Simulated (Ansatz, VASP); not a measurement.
# Two plane-wave programs on AlN

Contents of INCAR:

```
ALGO = Normal ; EDIFF = 1E-6
ENCUT = 520 ; GGA = PS
ISIF = 2 ; ISMEAR = 0
LASPH = T ; LCHARG = F
LREAL = F ; LWAVE = F
NBANDS = 11 ; NELM = 60
PREC = Accurate ; SIGMA = 0.05
```

The input KPOINTS:

```
k-points
0
Gamma
  10 10 10
```

Contents of POSCAR:

```
AlN
1.0
   -0.0808908813      1.9616038720      1.9616038720
    1.9413811517     -0.0606681610      1.9413811517
    2.0222720330      2.0222720330     -0.1415590423
Al N
1 1
Direct
    0.5000000000      0.5000000000      0.5000000000
    0.0000000000      0.0000000000      0.0000000000
```

Input for Ansatz:

```yaml
crystal:
  lattice:
    - [-0.0808908813, 1.961603872, 1.961603872]
    - [1.9413811517, -0.060668161, 1.9413811517]
    - [2.022272033, 2.022272033, -0.1415590423]
  atoms:
    - { symbol: Al, position: [0.5, 0.5, 0.5] }
    - { symbol: "N", position: [0.0, 0.0, 0.0] }
basis:
  ecutwfc: 520.0
kpoints:
  mp_grid: { grid: [10, 10, 10] }
hamiltonian:
  xc: pbesol
  pseudopotentials: { kind: paw, azcp: { folder: soft_1 } }
scf:
  occupations: { method: gaussian, width: 0.05 }
output:
  forces: true
  stress: true
  eigenvalues: true
```

Change from the starting cell: engineering shear strain xz -0.0800, engineering shear strain yz -0.0600.

Alike in both runs: task single point; functional PBEsol; k mesh 10 × 10 × 10; occupations gaussian, width 0.05 eV; no spin polarisation.

```csv
,VASP,Ansatz
version,VASP 6.6.1,Ansatz 0.2.0
potentials or method,"VASP PAW PBE potentials, release 64 (Al, N)","scalar-relativistic, plane waves, PAW"
plane-wave cutoff (eV),520,520
valence electrons in the cell,8,8
```

VASP gave:

```
gap on the k mesh at the Fermi level (eV)       : 2.83
least direct gap on the mesh (eV)               : 4.61
pressure (GPa)                                  : 1.3
largest component of the traceless stress (GPa) : 25.02
```

Problem. Estimate Ansatz's values.

Solution. gap on the k mesh at the Fermi level (eV): 2.83; least direct gap on the mesh (eV): 4.59; pressure (GPa): 1.3; largest component of the traceless stress (GPa): 25.00.

Ansatz warned: «pseudo_functional_mismatch».

Caveats: the PAW data sets were made with another functional, which shifts forces and pressure a little (VASP). A k mesh can miss the band edges.
